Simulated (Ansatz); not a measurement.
Mn: course of a relaxation

Computed with DFT r2SCAN, scalar-relativistic, plane waves, PAW (Ansatz 0.2.0). Run with 500 eV cutoff, 18×18×18 k-mesh, Gaussian smearing of 0.10 eV, collinear spin.

What was changed in Ti: Ti → Mn on all its sites, cell and atoms relaxed.

With moments and this functional the run may sit in a state above the lowest one.

Command:

```bash
ansatz run input.yaml --threads 1 --pin off --max-ram 2560MiB --backend cpu --events-out ev --progress --plain --runs-dir out
```

Input:

```yaml
crystal:
  lattice:
    - [0.0, 1.9661680266, 1.9661680266]
    - [1.9661680266, 0.0, 1.9661680266]
    - [1.9661680266, 1.9661680266, 0.0]
  atoms:
    - { symbol: Mn, position: [0.0, 0.0, 0.0], spin: 4.11 }
basis:
  ecutwfc: 500
kpoints:
  mp_grid: { grid: [18, 18, 18] }
hamiltonian:
  xc: r2scan
scf:
  occupations: { method: gaussian, width: 0.1 }
output:
  forces: true
  stress: true
  eigenvalues: true
  populations: true
magnetization:
  spin_polarized: true
relax:
  adjacent_minimum: "off"
  f_tol: 0.01
  max_steps: 60
  cell: { stress_tol: 0.1 }
```

F is the free energy. Steps run on the plane waves of an earlier cell, but the last one, and at times one on the way, on a freshly chosen basis, so a repeated geometry can differ a little in energy.

Steps:

```
step F − F(1) (eV) largest force component (eV/Å) V (Å³/atom) P (GPa)
   1         0.0000                           0.000       15.202     1.42
   2        -0.0009                           0.000       15.422     0.09
   3        -0.0010                           0.000       15.422     0.10
   4        -0.0010                           0.000       15.439     0.00
   5        -0.0010                           0.000       15.439     0.00
```

Relaxed structure:

```yaml
crystal:
  lattice:
    - [0.00000, 1.97634, 1.97634]
    - [1.97634, 0.00000, 1.97634]
    - [1.97634, 1.97634, 0.00000]
  atoms:
    - { symbol: Mn, position: [0.00000, 0.00000, 0.00000] }
```

It takes space group Fm-3m (No. 225, cubic). The conventional cell has a = 3.953 Å, b = 3.953 Å, c = 3.953 Å, α = 90.00°, β = 90.00°, γ = 90.00°. Mn (site symmetry m-3m) has 12 Mn at 2.79 Å as nearest neighbours.

The run converged. Time: 72 s on 1 thread of Oxide Virtual Turin-like Processor (Zen 5), on a shared host, peak memory 0.49 GiB.